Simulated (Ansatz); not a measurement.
## SnTe under changes of volume

One of the cells (47.091 Å³/atom); the others are scaled copies at fixed shape and fractional positions:

```
Te Sn
1.0
     0.00000    3.61115    3.61115
     3.61115    0.00000    3.61115
     3.61115    3.61115    0.00000
Te Sn
1 1
Cartesian
  1.8056 1.8056 1.8056
  0.0000 0.0000 0.0000
```

Measurements of this composition are mostly on another form, of space group No. 225.

| Property | Result |
| --- | --- |
| Program | Ansatz 0.2.0 |
| Functional | PBEsol |
| Potentials or basis | Ansatz PAW |
| Cutoff | 420 eV (not typed: the program's choice for these potentials) |
| k mesh | 7 × 7 × 7 |
| Occupations | fermi-dirac, width 0.05 eV |
| Spin | no spin polarisation |

| volume (Å³/atom) | energy over the lowest point (meV/atom) | pressure (GPa) | gap on the mesh (eV) |
| --- | --- | --- | --- |
| 44.265 | 0.00 | 0.1 | 0.13 |
| 45.207 | 0.81 | -0.4 | 0.19 |
| 46.149 | 4.69 | -0.9 | 0.24 |
| 47.091 | ? | ? | ? |
| 48.033 | 20.62 | -1.8 | 0.33 |
| 48.974 | 32.16 | -2.2 | 0.37 |
| 49.916 | 45.78 | -2.5 | 0.41 |

What does the run at 47.091 Å³/atom give?

Energy over the lowest point 11.38 meV/atom; pressure -1.4 GPa; gap on the mesh 0.29 eV.

Worked out: A Birch-Murnaghan fit of order 3 (a polynomial in V^(-2/3)) to the other rows has its minimum at 44.50 Å³/atom with B0 = V·E''(V) = 27 GPa and B' = 3.6. It gives 11.39 meV/atom at 47.091 Å³/atom, against the run's 11.38, and -dE/dV = -1.4 GPa, against -1.4. A straight line through the other rows of the gap, of slope 2.3 eV per unit of ln V, gives 0.28 eV, against the run's 0.29.

Energies are extrapolated to zero smearing.

Caveats: odd divisions of the mesh miss points on the zone boundary, where band edges often lie, so the gap on the mesh can be too wide; spin-orbit coupling is left out, which moves the levels of the heavy elements; the PAW data sets come from PBE, with cores solved anew for the run's functional, which leaves a small shift of forces and pressure.

A mesh can miss the band edges.
